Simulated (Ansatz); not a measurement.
The system is EuS.

```xyz
2
Lattice="0.0000 2.9785 2.9785 2.9785 0.0000 2.9785 2.9785 2.9785 0.0000" Properties=species:S:1:pos:R:3 pbc="T T T"
Eu    0.0000    0.0000    0.0000
S     2.9785    2.9785    2.9785
```

Base run:

| Property | Result |
| --- | --- |
| Program | Ansatz 0.2.0 |
| Functional | BLYP |
| Potentials or basis | Ansatz PAW |
| Cutoff | 420 eV (not typed: the program's choice for these potentials) |
| k mesh | 8 × 8 × 8 |
| Occupations | fermi-dirac, width 0.05 eV |
| Spin | collinear spin, ferromagnetic start |
| Starting moments | [7.0, 0.0] μB |

Its results: band gap on the k mesh none (metal or under the smearing width); pressure 0.7 GPa; net moment 6.98 μB per cell; site moments Eu +6.77; S -0.04 μB.

Task: The run is repeated on the same cell with these changes: functional from BLYP to revPBE. What comes out?

Result: Band gap on the k mesh none (metal or under the smearing width); pressure -0.8 GPa; net moment 6.99 μB per cell; site moments Eu +6.77; S -0.07 μB.

Caveats: spin-orbit coupling is left out, which moves the levels of the heavy elements; a cell with one magnetic atom can't hold antiferromagnetic order, which such compounds often take; without U or exact exchange the open f shell lies at the Fermi level, which spoils levels, moments and volumes; the PAW data sets come from PBE, with cores solved anew for the run's functional, which leaves a small shift of forces and pressure.
